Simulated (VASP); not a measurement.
SnS2 (Berndtite-2T): relaxation of cell and atoms with rev-vdW-DF2

Crystal: SnS2 (Berndtite-2T).

```xyz
3
Lattice="3.6390 0.0000 0.0000 -1.8195 3.1515 0.0000 0.0000 0.0000 5.8680" Properties=species:S:1:pos:R:3 pbc="T T T"
Sn    0.0000    0.0000    0.0000
S     0.0000    2.1010    1.4670
S     1.8195    1.0505    4.4010
```

```yaml
Program: VASP 6.6.1
Task: relaxation of cell and atoms
Functional: rev-vdW-DF2
Potentials_or_basis: VASP PAW PBE potentials, release 64 (Sn_d, S)
Cutoff: 600 eV
k_mesh: 9 × 9 × 5
Occupations: gaussian, width 0.03 eV
Spin: no spin polarisation
Further_INCAR_settings: ALGO = Normal; EDIFF = 1e-06; IBRION = 2; EDIFFG = -0.01; NSW = 90; ISIF = 3
```

```yaml
Relaxed_volume: 23.10 Å³/atom
Relaxed_cell: a = 3.688 Å, b = 3.688 Å, c = 5.885 Å, α = 90.00°, β = 90.00°, γ = 120.00°
Space_group_after_relaxing_to_0.05_Å: P-3m1 (No. 164)
Energy_gained_by_relaxing: 7.5 meV/atom
Ionic_steps: 11
Pressure_after_relaxing: 0.0 GPa
Band_gap_on_the_k_mesh: 1.23 eV, indirect (least direct gap 1.58 eV)
```

Step by step:
```
step  energy change (eV)  largest force (eV/Å)  pressure (GPa)  volume (Å³)
   1              0.0000                0.3505            2.94        67.30
   2             -0.0049                0.3273           -2.28        71.38
   3             -0.0219                0.0258           -0.03        69.41
   4             -0.0219                0.0191            0.06        69.37
   5             -0.0223                0.0036            0.04        69.41
   6             -0.0224                0.0203            0.01        69.44
   7             -0.0224                0.0111           -0.05        69.46
   8             -0.0224                0.0016           -0.11        69.47
   9             -0.0224                0.0018           -0.08        69.46
  10             -0.0225                0.0002           -0.07        69.40
  11             -0.0225                0.0017           -0.03        69.30
```

Final structure:
```
CELL_PARAMETERS angstrom
3.68764 0.00000 0.00000
-1.84382 3.19359 0.00000
0.00000 0.00000 5.88462
ATOMIC_POSITIONS crystal
Sn 0.00000 0.00000 0.00000
S 0.33333 0.66667 0.25212
S 0.66667 0.33333 0.74788
```

Levels at points of the mesh, in eV from the valence-band top:
```tsv
k point	band 11	band 12	band 13	band 14	band 15	band 16
(0.00, 0.00, 0.00)	-0.42	-0.42	0.00	1.58	3.52	5.27
```

Wall time 8.4 min on 1 thread of Intel(R) Xeon(R) Platinum 8488C (Sapphire Rapids) (shared host), peak memory 0.49 GiB.

Caveat: the PAW data sets were made with another functional, which shifts forces and pressure a little; spin-orbit coupling is left out, which moves the levels of the heavy elements; an odd mesh through Γ misses points on the zone boundary, where band edges often lie. Zero-point motion and thermal expansion aren't in these numbers.
